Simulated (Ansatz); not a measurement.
**SiNi: further runs on the relaxed cell**

One table from this session's results is given with a row withheld; the runs are named, their logs left out.

Method: DFT r2SCAN, scalar-relativistic, plane waves, PAW, in Ansatz 0.2.0.

1 further run of the same task is left out (set aside as unsound or not needed).

### Starting point

Symmetry: Pmmn, No. 59, orthorhombic system. Conventional cell: a = 2.981 Å, b = 3.256 Å, c = 4.668 Å, α = 90.00°, β = 90.00°, γ = 90.00°. Si (site symmetry mm2) is surrounded by 6 Ni at 2.33 to 2.37 Å and 4 Si at 2.65 Å. Ni (site symmetry mm2) has 6 Si at 2.33 to 2.37 Å and 4 Ni at 2.65 Å as nearest neighbours.

Structure file:

```
CELL_PARAMETERS angstrom
2.98103 0.00000 0.00000
0.00000 3.25579 0.00000
0.00000 0.00000 4.66768
ATOMIC_POSITIONS crystal
Si 0.00000 0.00000 0.15640
Si 0.50000 0.50000 0.84360
Ni 0.00000 0.00000 0.65678
Ni 0.50000 0.50000 0.34322
```

It goes back to an entry of the Materials Project.

This cell was relaxed beforehand with the same method: volume 11.33 Å³/atom, gap on the mesh none (metal).

The first run:

File input.yaml:

```yaml
crystal:
  lattice:
    - [2.9509137409, 0.0, 0.0]
    - [0.0, 3.2228978316, 0.0]
    - [0.0, 0.0, 4.6205279207]
  atoms:
    - { symbol: Si, position: [0.0, 0.0, 0.1563972333] }
    - { symbol: Si, position: [0.5, 0.5, 0.8436027667] }
    - { symbol: Ni, position: [0.0, 0.0, 0.656776119] }
    - { symbol: Ni, position: [0.5, 0.5, 0.343223881] }
basis:
  ecutwfc: 500
kpoints:
  mp_grid: { grid: [14, 12, 10] }
hamiltonian:
  xc: r2scan
scf:
  occupations: { method: gaussian, width: 0.1 }
output:
  forces: true
  stress: true
  eigenvalues: true
relax:
  adjacent_minimum: "off"
  f_tol: 0.01
  max_steps: 30
  cell: { stress_tol: 0.1, fix: [volume] }
```

Launch:

```sh
$ ansatz run input.yaml --threads 2 --pin off --max-ram 5120MiB --backend cpu --events-out ev --progress --plain --runs-dir out
```

Steps of the session up to this table: The cell scaled to 0.97 of its volume; The cell scaled to 1.03 of its volume; The cell scaled to 0.94 of its volume; Point at V/V0 = 1.06; Volume × 0.91; Volume × 1.10; Point at V/V0 = 0.88.

One table of the session follows, with a row left open; its other results are not shown here.

It belongs to the step «Energy against volume». 

| volume (Å³/atom) | energy above the lowest point (meV/atom) | pressure (GPa) |
| --- | --- | --- |
| 9.967 | 110.6 | 30.36 |
| 10.306 | 57.2 | 20.43 |
| 10.646 | 23.0 | 12.09 |
| 10.986 | 5.0 | 5.11 |
| 11.326 | 0.0 | -0.02 |
| 11.665 | 5.1 | -4.77 |
| 12.005 | ? | ? |
| 12.458 | 51.7 | -13.50 |

Q: Estimate the row for volume (Å³/atom) = 12.005 from the others.

Worked estimate for «energy above the lowest point (meV/atom)». A straight line through the neighbours (11.665, 5.1) and (12.458, 51.7) gives 5.1 + (51.7 − 5.1) × (12.005 − 11.665) / (12.458 − 11.665) = 25.1; a parabola fitted to 3 rows on both sides gives 19.1.

**Answer.** energy above the lowest point (meV/atom): 19.7; pressure (GPa): -8.93. In «energy above the lowest point (meV/atom)» the line misses by +5.4 and the parabola by -0.6.

Limits of these values: The final runs have no spin polarisation, so no magnetic state was tried and one may lie lower.
